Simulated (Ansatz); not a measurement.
## Calculated with Ansatz: SnS2, relaxation

input.yaml:

```yaml
crystal:
  lattice:
    - [3.62845261, 0.0, 0.0]
    - [-1.8142263, 3.14232829, 0.0]
    - [0.0, 0.0, 5.57743678]
  atoms:
    - { symbol: Sn, position: [0.0, 0.0, 0.0] }
    - { symbol: S, position: [0.3333, 0.6667, 0.7369] }
    - { symbol: S, position: [0.6667, 0.3333, 0.2631] }
  symmetry: { tolerance: 0.0003 }
kpoints:
  mp_grid: { grid: [6, 6, 4], shift: [0, 0, 0] }
magnetization:
  spin_polarized: false
scf:
  occupations: { method: fermi_dirac, width: 0.05 }
  lower_state_search: "off"
hamiltonian:
  pseudopotentials: { kind: paw }
  xc: r2scan
basis:
  ecutwfc: 500
  fft_grid_basis: typed
relax:
  max_steps: 60
  cell: { p_target: 20.0 }
  f_tol: 0.03
output:
  forces: true
  stress: true
  eigenvalues: true
  bader: true
  populations: true
  elf: true
  write_potential: true
  volumetric_format: npy
  dos:
    e_range: [-12, 8]
    de: 0.05
    projected: { site_lists: { S: [S], Sn: [Sn] } }
  write_density: true
checkpoint:
  read: saved_state
```

Run with:

```bash
ansatz run input.yaml --threads 2 --pin off --max-ram 2560MiB --backend cpu --events-out ev --progress --plain --runs-dir out
```

Origin of the cell: a database entry, scaled a little.

The saved state is a converged single point of the same cell.

Steps («new basis» is an SCF on plane waves selected anew at the same cell):

```csv
step,ΔH (meV/atom),max force component (eV/Å),P (GPa),volume (Å³),SCF iterations,step was
1,0.0,0.148,3.81,63.59,4,accepted
2,-170.5,0.305,19.07,55.12,6,accepted
3,-183.3,0.068,21.42,53.52,6,accepted
4,-184.4,0.089,20.55,53.79,5,accepted
5,-184.6,0.004,19.96,53.89,5,accepted
6,-184.6,0.000,20.00,53.88,4,accepted
7,-184.3,0.000,19.99,53.88,5,new basis
```

Step 1, with forces in eV/Å:

```xyz
3
Lattice="3.628 0.000 0.000 -1.814 3.142 0.000 0.000 0.000 5.577" Properties=species:S:1:pos:R:3:forces:R:3 pbc="T T T" step=1
Sn    0.000    0.000    0.000    0.000    0.000    0.000
S     0.000    2.095    4.110    0.000    0.000    0.148
S     1.814    1.047    1.467    0.000    0.000   -0.148
```

Step 2, with forces in eV/Å:

```xyz
3
Lattice="3.463 0.000 0.000 -1.732 2.999 0.000 0.000 0.000 5.306" Properties=species:S:1:pos:R:3:forces:R:3 pbc="T T T" step=2
Sn    0.000    0.000    0.000    0.000    0.000    0.000
S     0.000    2.000    3.841    0.000    0.000   -0.305
S     1.732    1.000    1.465    0.000    0.000    0.305
```

Step 3, with forces in eV/Å:

```xyz
3
Lattice="3.477 0.000 0.000 -1.739 3.011 0.000 0.000 0.000 5.111" Properties=species:S:1:pos:R:3:forces:R:3 pbc="T T T" step=3
Sn    0.000    0.000    0.000    0.000    0.000    0.000
S     0.000    2.008    3.656    0.000    0.000   -0.068
S     1.739    1.004    1.455    0.000    0.000    0.068
```

Step 4, with forces in eV/Å:

```xyz
3
Lattice="3.500 0.000 0.000 -1.750 3.031 0.000 0.000 0.000 5.070" Properties=species:S:1:pos:R:3:forces:R:3 pbc="T T T" step=4
Sn    0.000    0.000    0.000    0.000    0.000    0.000
S     0.000    2.021    3.627    0.000    0.000   -0.089
S     1.750    1.010    1.443    0.000    0.000    0.089
```

Step 7, with forces in eV/Å:

```xyz
3
Lattice="3.503 0.000 0.000 -1.751 3.033 0.000 0.000 0.000 5.071" Properties=species:S:1:pos:R:3:forces:R:3 pbc="T T T" step=7
Sn    0.000    0.000    0.000    0.000    0.000    0.000
S     0.000    2.022    3.624    0.000    0.000    0.000
S     1.751    1.011    1.448    0.000    0.000    0.000
```

```
Enthalpy lowered by     : 184.3 meV/atom
Volume change           : -15.27 %
Final pressure          : 19.99 GPa
Relaxation steps listed : 7
Gap on the mesh         : 0.69 eV
```

Caveats: the relaxation held the start's symmetry, so the end may be a saddle point.

Time: 47 s on 2 threads of Arm Neoverse N1, with other jobs on the host, peak memory 0.5 GiB, from a saved density.
